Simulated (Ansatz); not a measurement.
Crystal: MnS.

```xyz
2
Lattice="0.0000 2.6045 2.6045 2.6045 0.0000 2.6045 2.6045 2.6045 0.0000" Properties=species:S:1:pos:R:3 pbc="T T T"
Mn    0.0000    0.0000    0.0000
S     2.6045    2.6045    2.6045
```

Base run:

| Quantity | Value |
| --- | --- |
| Program | Ansatz 0.2.0 |
| Functional | r2SCAN |
| Potentials or basis | Ansatz PAW |
| Cutoff | 500 eV (not typed: the program's choice for these potentials) |
| k mesh | 9 × 9 × 9 |
| Occupations | fermi-dirac, width 0.05 eV |
| Spin | collinear spin, ferromagnetic start |
| Starting moments | [4.0, 0.0] μB |

Its results: band gap on the k mesh none (metal or under the smearing width); pressure 0.5 GPa; net moment 4.98 μB per cell; site moments Mn +4.45; S +0.18 μB.

After a change of settings the same cell gave: band gap on the k mesh none (metal or under the smearing width); pressure -0.3 GPa; net moment 4.75 μB per cell; site moments Mn +4.25; S +0.15 μB. Which change was it?
A. functional from r2SCAN to revPBE; cutoff from 500 eV (not typed: the program's choice for these potentials) to 420 eV (not typed: the program's choice for these potentials)
B. functional from r2SCAN to r2SCAN0; k mesh from 9 × 9 × 9 to 5 × 5 × 5
C. functional from r2SCAN to BLYP; cutoff from 500 eV (not typed: the program's choice for these potentials) to 420 eV (not typed: the program's choice for these potentials)

A.

Caveats: a cell with one magnetic atom can't hold antiferromagnetic order, which such compounds often take; semilocal functionals often make such compounds metallic where correlation or magnetic order opens a gap, which also shifts bond lengths; the PAW data sets come from PBE, with cores solved anew for the run's functional, which leaves a small shift of forces and pressure; the magnetic or orbital state may not be the lowest (some runs).

Runs at the PBE level aren't shown here.
